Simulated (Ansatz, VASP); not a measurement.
# ZnS: VASP beside Ansatz

```
Zn S
1.0
     0.00000    2.74804    2.74804
     2.74804    0.00000    2.74804
     2.74804    2.74804    0.00000
Zn S
1 1
Direct
  0.25000 0.25000 0.25000
  0.00000 0.00000 0.00000
```

Alike in both runs: functional r2SCAN; k mesh 10 × 10 × 10; occupations fermi-dirac, width 0.02 eV; no spin polarisation.

Ansatz relaxed the structure, and its values are those at the end. VASP's run is a single point on that final structure, the one shown.

|  | VASP | Ansatz |
| --- | --- | --- |
| version | VASP 6.6.1 | Ansatz 0.2.0 |
| potentials or method | VASP PAW PBE potentials, release 64 (Zn, S) | PAW plane waves |
| plane-wave cutoff (eV) | 520 | 500 |
| valence electrons in the cell | 18 | 18 |

```csv
,VASP,Ansatz,Ansatz less VASP
gap on the k mesh at the Fermi level (eV),2.44,2.43,-0.008
pressure (GPa),-4.1,-4.0,+0.04
```

Ansatz warned: «stress_scf_threshold_loose».

Caveats: the PAW data sets were made with another functional, which shifts forces and pressure a little (VASP). r2SCAN opens gaps a little over a GGA but as a rule still falls short of measured ones.
